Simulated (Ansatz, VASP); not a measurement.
Two plane-wave programs on TePb

```xyz
2
Lattice="0.0512 3.0806 3.1121 3.0806 0.0512 3.1121 3.1584 3.1584 -0.0267" Properties=species:S:1:pos:R:3 pbc="T T T"
Te    3.2447    3.0455    3.0987
Pb   -0.0996    0.0996    0.0000
```

Alike in both runs: task single point; functional PBE; k mesh 8 × 8 × 8; occupations gaussian, width 0.02 eV; no spin polarisation.

|  | VASP | Ansatz |
| --- | --- | --- |
| version | VASP 6.6.1 | Ansatz 0.2.0 |
| potentials or method | VASP PAW PBE potentials, release 64 (Te, Pb_d) | scalar-relativistic, plane waves, PAW |
| plane-wave cutoff (eV) | 520 | 420 |
| valence electrons in the cell | 20 | 30 |

|  | VASP | Ansatz | Ansatz less VASP |
| --- | --- | --- | --- |
| gap on the k mesh at the Fermi level (eV) | 0.23 | 0.23 | -0.002 |
| least direct gap on the mesh (eV) | 0.33 | 0.32 | -0.002 |
| pressure (GPa) | 10.9 | 10.9 | +0.05 |
| largest component of the traceless stress (GPa) | 3.01 | 3.00 | -0.010 |
| rms of the force components (eV/Å) | 0.525 | 0.521 | -0.0037 |

Atom by atom the forces differ by 0.004 eV/Å (rms over components). The functional is the same, so the differences come from potentials, cutoffs and numerics. The two sets of potentials don't hold the same shells in valence.

Caveats: spin-orbit coupling is left out, which as a rule narrows the gap of such compounds by several tenths of an eV.
